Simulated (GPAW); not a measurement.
ZrO2, 3 atoms in the cell. Symmetry: Fm-3m, No. 225, cubic system. The conventional cell has a = 5.090 Å, b = 5.090 Å, c = 5.090 Å, α = 90.00°, β = 90.00°, γ = 90.00°. Zr (site symmetry m-3m) has 8 O at 2.20 Å as nearest neighbours. O (site symmetry -43m) has 4 Zr at 2.20 Å as nearest neighbours. Measurements of this composition are mostly on another form, of space group No. 14.

- Program: GPAW 26.7.0
- Task: single point
- Functional: PBE
- Potentials or basis: GPAW PAW data sets (gpaw-data 1.2.1)
- Cutoff: 800 eV
- Basis: pw
- k mesh: 9 × 9 × 9
- Occupations: gaussian, width 0.016 eV
- Spin: no spin polarisation
- Maxiter: 150

Potentials or basis: GPAW PAW data sets (gpaw-data 1.2.1), pw.

Launch:

```sh
$ OMP_NUM_THREADS=1 python run.py
```

Hardware: 1 thread of AMD EPYC 9R45 96-Core Processor (Zen 5), with other jobs on the host.

How long does it take, and how much memory?

Run time: 12 s on 1 thread of AMD EPYC 9R45 96-Core Processor (Zen 5), with other jobs on the host, peak memory 0.18 GiB. Counts: scf iterations 10, plane waves 1719, bands 24, k points 35.
